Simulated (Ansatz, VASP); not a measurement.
# One calculation of InP, two programs

```
CELL_PARAMETERS angstrom
4.14435 0.00000 0.00000
2.07218 3.58911 0.00000
2.07218 1.19637 3.38385
ATOMIC_POSITIONS crystal
In 0.00000 0.00000 0.00000
P 0.25000 0.25000 0.25000
```

Alike in both runs: task single point; functional PBE; k mesh 6 × 6 × 6; no spin polarisation.

|  | VASP | Ansatz |
| --- | --- | --- |
| version | VASP 6.6.1 | Ansatz 0.2.0 |
| potentials or method | VASP PAW PBE potentials, release 64 (In_d, P) | plane waves, PAW |
| plane-wave cutoff (eV) | 520 | 476 |
| occupations | gaussian, width 0.01 eV | fixed |
| valence electrons in the cell | 18 | 18 |

```tsv
	VASP	Ansatz	Ansatz less VASP
pressure (GPa)	3.3	3.3	+0.05
```
